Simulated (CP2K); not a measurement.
NiO in CP2K: the effect of starting spin order

The system is NiO.

```
Ni O
1.0
     5.56612    0.00000    0.00000
    -1.39153    2.41020    0.00000
     0.00000    0.00000    2.71613
Ni O
2 2
Direct
  0.00000 0.00000 0.00000
  0.50000 0.00000 0.00000
  0.33333 0.33333 0.50000
  0.83333 0.33333 0.50000
```

Measurements of this composition are mostly on another form, of space group No. 225.

Alike in all runs:

| Quantity | Value |
| --- | --- |
| Program | CP2K 2026.2 |
| Task | single point |
| Functional | PBE |
| Potentials or basis | GTH_POTENTIALS Ni GTH-PBE-q18; POTENTIAL_UZH O GTH-PBE-q6; DZVP-MOLOPT-SR-GTH, DZVP-MOLOPT-PBE-GTH basis |
| Density cutoff | 8163 eV |
| k mesh | 8 × 8 × 8 |
| Occupations | fermi-dirac, width 0.05 eV |

One run gave: energy over the lowest run 4.1 meV/atom; pressure 1.0 GPa; final net moment -0.97 μB; final largest site moment 0.38 μB. Which starting spin order did it use?
A. ferrimagnetic
B. spin-polarised from zero moments
C. non-magnetic

A.

```csv
starting spin order,energy over the lowest run (meV/atom),pressure (GPa),final net moment (μB),final largest site moment (μB)
non-magnetic,0.1,0.5,0.00,0.00
ferrimagnetic,4.1,1.0,-0.97,0.38
spin-polarised from zero moments,0.0,0.5,0.00,0.00
```

Caveats: the basis of atomic orbitals isn't converged, which shifts pressures, moduli and gaps.
